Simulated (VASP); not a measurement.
# Hf16Si31 (a cell with a defect) in VASP: relaxation of the atoms with PBE

Aim: the relaxation of the atoms of Hf16Si31 (a cell with a defect) with PBE.

All numbers are computed with VASP 6.6.1; they aren't measurements. Logs are shortened: lines on timing, memory, paths and dates and some standing lists are left out, and cuts for length are marked.

## 1. Starting point

The cell holds a defect, 47 atoms: a = 7.344 Å, b = 14.570 Å, c = 7.282 Å, α = 90.00°, β = 90.00°, γ = 90.00°.

## 2. Relaxation of the atoms, PBE

Contents of INCAR:

```
SYSTEM = Hf16Si31
  ALGO = Normal
  EDIFF = 1E-6
  EDIFFG = -0.02
  ENCUT = 520
  GGA = PE
  IBRION = 2
  ISIF = 2
  ISMEAR = 1
  LASPH = .True.
  LCHARG = .False.
  LREAL = .False.
  LWAVE = .False.
  NELM = 60
  NSW = 60
  PREC = Accurate
  SIGMA = 0.1
```

Contents of KPOINTS:

```
k-points
0
Gamma
  3 2 3
  0 0 0
```

Contents of POSCAR:

```
Hf16Si31
1.0
    7.3440000000      0.0000000000      0.0000000000
    0.0000000000     14.5700000000      0.0000000000
    0.0000000000      0.0000000000      7.2820000000
Hf Si
16 31
Direct
    0.2500000000      0.6060000000      0.1250000000
    0.2500000000      0.6060000000      0.6250000000
    0.5000000000      0.1060000000      0.1250000000
    0.5000000000      0.1060000000      0.6250000000
    0.7500000000      0.6060000000      0.1250000000
    0.7500000000      0.6060000000      0.6250000000
    0.0000000000      0.1060000000      0.1250000000
    0.0000000000      0.1060000000      0.6250000000
    0.2500000000      0.3940000000      0.3750000000
    0.2500000000      0.3940000000      0.8750000000
    0.5000000000      0.8940000000      0.3750000000
    0.5000000000      0.8940000000      0.8750000000
    0.7500000000      0.3940000000      0.3750000000
    0.7500000000      0.3940000000      0.8750000000
    0.0000000000      0.8940000000      0.3750000000
    0.0000000000      0.8940000000      0.8750000000
    0.2500000000      0.9410000000      0.1250000000
    0.2500000000      0.9410000000      0.6250000000
    0.5000000000      0.4410000000      0.1250000000
    0.5000000000      0.4410000000      0.6250000000
    0.7500000000      0.9410000000      0.1250000000
    0.7500000000      0.9410000000      0.6250000000
    0.0000000000      0.4410000000      0.1250000000
    0.0000000000      0.4410000000      0.6250000000
    0.2500000000      0.0590000000      0.3750000000
    0.2500000000      0.0590000000      0.8750000000
    0.5000000000      0.5590000000      0.3750000000
    0.5000000000      0.5590000000      0.8750000000
    0.7500000000      0.0590000000      0.3750000000
    0.7500000000      0.0590000000      0.8750000000
    0.0000000000      0.5590000000      0.3750000000
    0.0000000000      0.5590000000      0.8750000000
    0.2500000000      0.2500000000      0.1250000000
    0.2500000000      0.2500000000      0.6250000000
    0.5000000000      0.7500000000      0.1250000000
    0.5000000000      0.7500000000      0.6250000000
    0.7500000000      0.2500000000      0.1250000000
    0.7500000000      0.2500000000      0.6250000000
    0.0000000000      0.7500000000      0.1250000000
    0.0000000000      0.7500000000      0.6250000000
    0.2500000000      0.7500000000      0.3750000000
    0.2500000000      0.7500000000      0.8750000000
    0.5000000000      0.2500000000      0.3750000000
    0.5000000000      0.2500000000      0.8750000000
    0.7500000000      0.7500000000      0.3750000000
    0.7500000000      0.7500000000      0.8750000000
    0.0000000000      0.2500000000      0.3750000000
```

Potentials or basis: VASP PAW PBE potentials, release 64 (Hf_pv, Si).

Launch:

```
> cat potpaw_PBE.64/Hf_pv/POTCAR potpaw_PBE.64/Si/POTCAR > POTCAR
> mpirun -np 8 vasp_std > vasp.out
```

OUTCAR:

```text
SYSTEM = Hf16Si31
   EDIFF = 1E-6
   EDIFFG = -0.02
   ENCUT = 520
   GGA = PE
   IBRION = 2
   ISIF = 2
   ISMEAR = 1
   LASPH = .True.
   LREAL = .False.
   NELM = 60
   NSW = 60
   PREC = Accurate

 ion  position               nearest neighbor table
   1  0.250  0.606  0.125-  27 2.67  28 2.67  31 2.67  32 2.67  41 2.78  42 2.78  35 2.79  39 2.79
                            19 3.02  23 3.02   9 3.59  10 3.59   2 3.64   2 3.64   5 3.67   5 3.67
   2  0.250  0.606  0.625-  27 2.67  28 2.67  31 2.67  32 2.67  41 2.78  42 2.78  36 2.79  40 2.79
                            20 3.02  24 3.02   9 3.59  10 3.59   1 3.64   1 3.64   6 3.67   6 3.67
   3  0.500  0.106  0.125-  25 2.67  26 2.67  29 2.67  30 2.67  43 2.78  44 2.78  33 2.79  37 2.79
                            17 3.02  21 3.02  11 3.59  12 3.59   4 3.64   4 3.64   7 3.67   7 3.67
   4  0.500  0.106  0.625-  25 2.67  26 2.67  29 2.67  30 2.67  43 2.78  44 2.78  34 2.79  38 2.79
                            18 3.02  22 3.02  11 3.59  12 3.59   3 3.64   3 3.64   8 3.67   8 3.67
   5  0.750  0.606  0.125-  27 2.67  28 2.67  31 2.67  32 2.67  45 2.78  46 2.78  35 2.79  39 2.79
                            19 3.02  23 3.02  13 3.59  14 3.59   6 3.64   6 3.64   1 3.67   1 3.67
   6  0.750  0.606  0.625-  27 2.67  28 2.67  31 2.67  32 2.67  45 2.78  46 2.78  36 2.79  40 2.79
                            20 3.02  24 3.02  13 3.59  14 3.59   5 3.64   5 3.64   2 3.67   2 3.67
   7  0.000  0.106  0.125-  25 2.67  26 2.67  29 2.67  30 2.67  47 2.78  37 2.79  33 2.79  21 3.02
                            17 3.02  16 3.59  15 3.59   8 3.64   8 3.64   3 3.67   3 3.67
   8  0.000  0.106  0.625-  25 2.67  26 2.67  29 2.67  30 2.67  47 2.78  38 2.79  34 2.79  22 3.02
                            18 3.02  16 3.59  15 3.59   7 3.64   7 3.64   4 3.67   4 3.67
   9  0.250  0.394  0.375-  19 2.67  20 2.67  23 2.67  24 2.67  33 2.78  34 2.78  43 2.79  47 2.79
[... 69 lines left out ...]
  46  0.750  0.750  0.875-  35 2.59  36 2.59  39 2.59  40 2.59   5 2.78   6 2.78  12 2.79  16 2.79

  47  0.000  0.250  0.375-  33 2.59  34 2.59  37 2.59  38 2.59   7 2.78   8 2.78   9 2.79  13 2.79

  LATTYP: Found a simple orthorhombic cell.
 ALAT       =     7.2820000000
 B/A-ratio  =     1.0085141445
 C/A-ratio  =     2.0008239495

  Lattice vectors:

 A1 = (   0.0000000000,   0.0000000000,   7.2820000000)
 A2 = (   7.3440000000,   0.0000000000,   0.0000000000)
 A3 = (   0.0000000000,  14.5700000000,   0.0000000000)

Analysis of symmetry for initial positions (statically):
=====================================================================
 Subroutine PRICEL returns:
 Original cell was already a primitive cell.

 Routine SETGRP: Setting up the symmetry group for a
 simple orthorhombic supercell.

 Subroutine GETGRP returns: Found  4 space group operations
 (whereof  2 operations were pure point group operations)
 out of a pool of  8 trial point group operations.

The static configuration has the point symmetry C_1h.
 The point group associated with its full space group is C_2v.

Analysis of symmetry for dynamics (positions and initial velocities):
=====================================================================
 Subroutine PRICEL returns:
 Original cell was already a primitive cell.

 Routine SETGRP: Setting up the symmetry group for a
 simple orthorhombic supercell.

 Subroutine GETGRP returns: Found  4 space group operations
 (whereof  2 operations were pure point group operations)
 out of a pool of  8 trial point group operations.

The dynamic configuration has the point symmetry C_1h.
 The point group associated with its full space group is C_2v.

 Subroutine INISYM returns: Found  4 space group operations
 (whereof  2 operations are pure point group operations),
 and found     1 'primitive' translations

----------------------------------------------------------------------------------------

                                     Primitive cell

  volume of cell :     779.1891

  direct lattice vectors                    reciprocal lattice vectors
     7.344000000  0.000000000  0.000000000     0.136165577  0.000000000  0.000000000
     0.000000000 14.570000000  0.000000000     0.000000000  0.068634180  0.000000000
     0.000000000  0.000000000  7.282000000     0.000000000  0.000000000  0.137324911

  length of vectors
     7.344000000 14.570000000  7.282000000     0.136165577  0.068634180  0.137324911

  position of ions in fractional coordinates (direct lattice)
     0.250000000  0.606000000  0.125000000
     0.250000000  0.606000000  0.625000000
     0.500000000  0.106000000  0.125000000
     0.500000000  0.106000000  0.625000000
[... 127 lines left out ...]
  0.333333  0.000000  0.333333      4.000000
  0.000000  0.500000  0.333333      2.000000
  0.333333  0.500000  0.333333      4.000000
   k-points           NKPTS =      8   k-points in BZ     NKDIM =      8   number of bands    NBANDS=    176
   number of dos      NEDOS =    301   number of ions     NIONS =     47
   total plane-waves  NPLWV = 326592
   dimension x,y,z NGX =    56 NGY =  108 NGZ =   54
   dimension x,y,z NGXF=   112 NGYF=  216 NGZF=  108
   ions per type =              16  31
   NGX,Y,Z   is equivalent  to a cutoff of  12.68, 12.32, 12.33 a.u.
   NGXF,Y,Z  is equivalent  to a cutoff of  25.35, 24.65, 24.66 a.u.
 SYSTEM =  Hf16Si31
   PREC   = accura    normal or accurate (medium, high low for compatibility)
   ISTART =      0    job   : 0-new  1-cont  2-samecut
   ICHARG =      2    charge: 1-file 2-atom 10-const
   ISPIN  =      1    spin polarized calculation?
   LNONCOLLINEAR =      F non collinear calculations
   LSORBIT =      F    spin-orbit coupling
   LASPH  =      T    aspherical Exc in radial PAW
   ENCUT  =  520.0 eV  38.22 Ry    6.18 a.u.  13.65 27.09 13.54*2*pi/ulx,y,z
   NELM   =     60;   NELMIN=  2; NELMDL= -5     # of ELM steps
   EDIFF  = 0.1E-05   stopping-criterion for ELM
   LREAL  =      F    real-space projection
   EDIFFG = -.2E-01   stopping-criterion for IOM
   NSW    =     60    number of steps for IOM
   IBRION =      2    ionic relax: 0-MD 1-quasi-New 2-CG
   NFREE  =      1    steps in history (QN), initial steepest desc. (CG)
   ISIF   =      2    stress and relaxation
   ISYM   =      2    0-nonsym 1-usesym 2-fastsym
   POTIM  = 0.5000    time-step for ionic-motion
   TEBEG  =    0.0;   TEEND  =   0.0 temperature during run
   PSTRESS=    0.0 pullay stress
   NELECT =     284.0000    total number of electrons
   NUPDOWN=      -1.0000    fix difference up-down
   EMIN   =  10.00;   EMAX   =-10.00  energy-range for DOS
   EFERMI =   0.00;   METHOD = LEGACY
   ISMEAR =     1;   SIGMA  =   0.10  broadening in eV -4-tet -1-fermi 0-gaus
   EFERMI_NEDOS =   21; number of points for ismear=-14 and -15
   IALGO  =     38    algorithm
   IMIX   =      4    mixing-type and parameters
     AMIX     =   0.40;   BMIX     =  1.00
     AMIX_MAG =   1.60;   BMIX_MAG =  1.00
  volume/ion in A,a.u.               =      16.58       111.88
  Fermi-wavevector in a.u.,A,eV,Ry     =   1.169410  2.209864 18.606222  1.367519
  Thomas-Fermi vector in A             =   2.305883
   LORBIT       =      0    0 simple, 1 ext, 2 COOP (PROOUT), +10 PAW based schemes
   GGA     = PE    functional components
   LHFCALC =     F    Hartree Fock is set to
   AEXX    =    0.0000 exact exchange contribution
   IVDW    =     0    specifies the selected vdW correction
   LEPSILON=     F    determine dielectric tensor
   LRPA    =     F    only Hartree local field effects (RPA)
 conjugate gradient relaxation of ions
 non-spin polarized calculation
 Methfessel and Paxton  Order N= 1 SIGMA  =   0.10
  energy-cutoff  :      520.00
  volume of cell :      779.19
 maximum number of plane-waves:     20994
 NGX is ok and might be reduce to    54
   NGX = 27   NGY = 55   NGZ = 27

--------------------------------------- Ionic step        1  -------------------------------------------

 number of electron     283.9999970 magnetization

 Free energy of the ion-electron system (eV)
  ---------------------------------------------------
  ext. energy  EPLUGINS =         0.00000000
  ---------------------------------------------------
  free energy    TOTEN  =      -352.22119873 eV

  energy without entropy =     -352.21999740  energy(sigma->0) =     -352.22079829

------------------------ aborting loop because EDIFF is reached ----------------------------------------

  FORCE on cell =-STRESS in cart. coord.  units (eV):
  Direction    XX          YY          ZZ          XY          YZ          ZX
  --------------------------------------------------------------------------------------
  -------------------------------------------------------------------------------------
  Total       10.8089798     -6.1611706      5.3864710      0.0000000      0.0000000      0.0000000
  in kB       22.2255437    -12.6686670     11.0757211      0.0000000      0.0000000      0.0000000
  external PRESSURE =       6.8775326 kB  Pullay stress =       0.0000000 kB
[... 224 lines left out ...]
  FREE ENERGIE OF THE ION-ELECTRON SYSTEM (eV)
  ---------------------------------------------------
  free  energy   TOTEN  =      -352.6690411999 eV

  energy  without entropy=     -352.6716900436  energy(sigma->0) =     -352.66992415

[... ionic steps 4 to 11 ...]

--------------------------------------- Ionic step       12  -------------------------------------------

 number of electron     283.9999968 magnetization

------------------------ aborting loop because EDIFF is reached ----------------------------------------
[... 157 lines left out ...]
--------------------------------------- Ionic step       14  -------------------------------------------

 number of electron     283.9999968 magnetization

 Free energy of the ion-electron system (eV)
  ---------------------------------------------------
  ext. energy  EPLUGINS =         0.00000000
  ---------------------------------------------------
  free energy    TOTEN  =      -352.74553144 eV

  energy without entropy =     -352.75296638  energy(sigma->0) =     -352.74800976

 E-fermi :   7.9386     XC(G=0): -11.3067

 val. band max:        7.8839642218   @ k =   0.3333   0.5000   0.0000
 cond. band min:       7.9506972229   @ k =   0.0000   0.5000   0.3333
 fundamental gap:      0.0667330010
 Fermi energy:         7.9386331105

 k-point     1 :       0.0000    0.0000    0.0000
  band No.  band energies     occupation
      1     -22.7535      2.00000
      2     -22.7488      2.00000
      3     -22.7303      2.00000
      4     -22.7241      2.00000
      5     -22.7195      2.00000
      6     -22.7186      2.00000
[... 1245 lines left out ...]
    153       9.2527     -0.00000
    154       9.2718     -0.00000
 [bands above 154 left out]

------------------------ aborting loop because EDIFF is reached ----------------------------------------

  FORCE on cell =-STRESS in cart. coord.  units (eV):
  Direction    XX          YY          ZZ          XY          YZ          ZX
  --------------------------------------------------------------------------------------
  -------------------------------------------------------------------------------------
  Total        6.5330865     -1.0855987      5.1319190      0.0000000      0.0000000      0.0000000
  in kB       13.4334046     -2.2322201     10.5523085      0.0000000      0.0000000      0.0000000
  external PRESSURE =       7.2511644 kB  Pullay stress =       0.0000000 kB
[... 62 lines left out ...]
  FREE ENERGIE OF THE ION-ELECTRON SYSTEM (eV)
  ---------------------------------------------------
  free  energy   TOTEN  =      -352.7455314438 eV

  energy  without entropy=     -352.7529663850  energy(sigma->0) =     -352.74800976

 reached required accuracy - stopping structural energy minimisation
```

Wall time 74 min (8 MPI ranks of AMD EPYC 7R43 (Zen 3), shared host); peak memory 0.29 GiB.

Results:

```
Free energy                  : -352.7455 eV
Energy gained by relaxing    : 11.2 meV/atom
Ionic steps                  : 14
Pressure after relaxing      : 0.7 GPa
Largest force after relaxing : 0.015 eV/Å
Band gap on the k mesh       : none (metal or under the smearing width)
```

Forces in eV/Å, atoms in the order of the input:
```
Hf  -0.001  0.002 -0.002
Hf  -0.001  0.002  0.002
Hf   0.000 -0.010 -0.008
Hf   0.000 -0.010  0.008
Hf   0.001  0.002 -0.002
Hf   0.001  0.002  0.002
Hf   0.000 -0.003  0.004
Hf   0.000 -0.003 -0.004
Hf   0.001  0.008  0.000
Hf   0.001  0.000  0.000
Hf   0.000  0.000  0.000
Hf   0.000  0.001  0.000
Hf  -0.001  0.008  0.000
Hf  -0.001  0.000  0.000
Hf   0.000  0.000  0.000
Hf   0.000  0.002  0.000
Si  -0.001 -0.002  0.002
Si  -0.001 -0.002 -0.002
Si   0.000  0.004  0.004
Si   0.000  0.004 -0.004
Si   0.001 -0.002  0.002
Si   0.001 -0.002 -0.002
Si   0.000 -0.009 -0.005
Si   0.000 -0.009  0.005
Si  -0.006  0.002  0.000
Si   0.000 -0.003  0.000
Si   0.000  0.010  0.000
Si   0.000  0.015  0.000
Si   0.006  0.002  0.000
Si   0.000 -0.003  0.000
Si   0.000 -0.002  0.000
Si   0.000 -0.009  0.000
Si   0.003  0.003 -0.002
Si   0.003  0.003  0.002
Si   0.000  0.001  0.001
Si   0.000  0.001 -0.001
Si  -0.003  0.003 -0.002
Si  -0.003  0.003  0.002
Si   0.000 -0.003  0.000
Si   0.000 -0.003  0.000
Si   0.002 -0.001  0.000
Si   0.000  0.000  0.000
Si   0.000  0.004  0.000
Si   0.000 -0.009  0.000
Si  -0.002 -0.001  0.000
Si   0.000  0.000  0.000
Si   0.000  0.006  0.000
```

Step by step:
| step | energy change (eV) | largest force (eV/Å) | pressure (GPa) |
| --- | --- | --- | --- |
| 1 | 0.0000 | 0.9932 | 0.69 |
| 2 | -0.3345 | 0.5571 | 0.63 |
| 3 | -0.4478 | 0.3750 | 0.70 |
| 4 | -0.4884 | 0.1936 | 0.75 |
| 5 | -0.4907 | 0.1938 | 0.77 |
| 6 | -0.5070 | 0.1472 | 0.77 |
| 7 | -0.5108 | 0.1465 | 0.78 |
| 8 | -0.5201 | 0.0544 | 0.74 |
| 9 | -0.5212 | 0.0570 | 0.72 |
| 10 | -0.5229 | 0.0371 | 0.72 |
| 11 | -0.5231 | 0.0364 | 0.72 |
| 12 | -0.5239 | 0.0220 | 0.72 |
| 13 | -0.5240 | 0.0257 | 0.73 |
| 14 | -0.5243 | 0.0146 | 0.73 |

Final structure:
```yaml
crystal:
  lattice:
    - [7.34400, 0.00000, 0.00000]
    - [0.00000, 14.57000, 0.00000]
    - [0.00000, 0.00000, 7.28200]
  atoms:
    - { symbol: Hf, position: [0.24890, 0.60466, 0.12537] }
    - { symbol: Hf, position: [0.24890, 0.60466, 0.62463] }
    - { symbol: Hf, position: [0.50000, 0.10447, 0.12380] }
    - { symbol: Hf, position: [0.50000, 0.10447, 0.62620] }
    - { symbol: Hf, position: [0.75110, 0.60466, 0.12537] }
    - { symbol: Hf, position: [0.75110, 0.60466, 0.62463] }
    - { symbol: Hf, position: [0.00000, 0.10441, 0.13291] }
    - { symbol: Hf, position: [0.00000, 0.10441, 0.61709] }
    - { symbol: Hf, position: [0.25014, 0.39477, 0.37500] }
    - { symbol: Hf, position: [0.25707, 0.39581, 0.87500] }
    - { symbol: Hf, position: [0.50000, 0.89472, 0.37500] }
    - { symbol: Hf, position: [0.50000, 0.89423, 0.87500] }
    - { symbol: Hf, position: [0.74986, 0.39477, 0.37500] }
    - { symbol: Hf, position: [0.74292, 0.39581, 0.87500] }
    - { symbol: Hf, position: [0.00000, 0.89504, 0.37500] }
    - { symbol: Hf, position: [0.00000, 0.89486, 0.87500] }
    - { symbol: Si, position: [0.24952, 0.94839, 0.12221] }
    - { symbol: Si, position: [0.24952, 0.94839, 0.62779] }
    - { symbol: Si, position: [0.50000, 0.44515, 0.12679] }
    - { symbol: Si, position: [0.50000, 0.44515, 0.62321] }
    - { symbol: Si, position: [0.75048, 0.94839, 0.12221] }
    - { symbol: Si, position: [0.75048, 0.94839, 0.62779] }
    - { symbol: Si, position: [0.00000, 0.43936, 0.12156] }
    - { symbol: Si, position: [0.00000, 0.43936, 0.62844] }
    - { symbol: Si, position: [0.25224, 0.05474, 0.37500] }
    - { symbol: Si, position: [0.24412, 0.06209, 0.87500] }
    - { symbol: Si, position: [0.50000, 0.55429, 0.37500] }
    - { symbol: Si, position: [0.50000, 0.55146, 0.87500] }
    - { symbol: Si, position: [0.74776, 0.05474, 0.37500] }
    - { symbol: Si, position: [0.75588, 0.06209, 0.87500] }
    - { symbol: Si, position: [0.00000, 0.54998, 0.37500] }
    - { symbol: Si, position: [0.00000, 0.55138, 0.87500] }
    - { symbol: Si, position: [0.24569, 0.24976, 0.12019] }
    - { symbol: Si, position: [0.24569, 0.24976, 0.62981] }
    - { symbol: Si, position: [0.50000, 0.75000, 0.12465] }
    - { symbol: Si, position: [0.50000, 0.75000, 0.62535] }
    - { symbol: Si, position: [0.75431, 0.24976, 0.12019] }
    - { symbol: Si, position: [0.75431, 0.24976, 0.62981] }
    - { symbol: Si, position: [0.00000, 0.75027, 0.12473] }
    - { symbol: Si, position: [0.00000, 0.75027, 0.62527] }
    - { symbol: Si, position: [0.24957, 0.75011, 0.37500] }
    - { symbol: Si, position: [0.24979, 0.74997, 0.87500] }
    - { symbol: Si, position: [0.50000, 0.24962, 0.37500] }
    - { symbol: Si, position: [0.50000, 0.25017, 0.87500] }
    - { symbol: Si, position: [0.75043, 0.75011, 0.37500] }
    - { symbol: Si, position: [0.75021, 0.74997, 0.87500] }
    - { symbol: Si, position: [0.00000, 0.25070, 0.37500] }
```

Spin-orbit coupling is left out, which matters for the levels of Hf.
